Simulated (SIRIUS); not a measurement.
Runs of SIRIUS 7.10.0 on MnO. Symmetry: Fm-3m, No. 225, cubic system. Conventional cell: a = 4.448 Å, b = 4.448 Å, c = 4.448 Å, α = 90.00°, β = 90.00°, γ = 90.00°. Mn (site symmetry m-3m) is surrounded by 6 O at 2.22 Å. Around O (site symmetry m-3m) lie 6 Mn at 2.22 Å. The cell is a database's computed one.

```csv
level,potentials or basis,k mesh,gap on the mesh (eV),pressure (GPa),moment (μB)
RPBE,PseudoDojo 0.4.1 PBE standard (scalar relativistic),7 × 7 × 7,none,6.4,4.89
PBEsol,PseudoDojo 0.4.1 PBE standard (scalar relativistic),7 × 7 × 7,none,(b),(c)
PW91,PseudoDojo 0.4.1 PBE standard (scalar relativistic),7 × 7 × 7,none,-0.4,(d)
PBEsol,PseudoDojo 0.4.1 PBEsol standard (scalar relativistic),10 × 10 × 10,none,-6.8,4.80
PBE,PseudoDojo 0.4.1 PBE standard (scalar relativistic),7 × 7 × 7,none,(a),4.82
revPBE,PseudoDojo 0.4.1 PBE standard (scalar relativistic),7 × 7 × 7,none,4.9,4.88
xPBE,PseudoDojo 0.4.1 PBE standard (scalar relativistic),7 × 7 × 7,none,3.7,4.85
LDA,PseudoDojo 0.4.1 PBE standard (scalar relativistic),7 × 7 × 7,none,-16.6,4.59
```

Alike in all rows: task single point; spin collinear, ferromagnetic start; cell as given; cutoff (eV) 1307; smearing fermi-dirac 0.05 eV.

**Question.** Fill in the values left out.

**Answer.** (a) 0.3; (b) -8.2; (c) 4.73; (d) 4.81.

Caveats: a cell with one magnetic atom can't hold antiferromagnetic order, which such compounds often take; semilocal functionals often make such compounds metallic where correlation or magnetic order opens a gap, which also shifts bond lengths; the potentials were made for another functional, which shifts forces and pressure (some runs).

A k mesh can miss the band edges.

A gap of «none» marks a metal or a gap under the smearing width.

Not every run made on this cell is shown here.
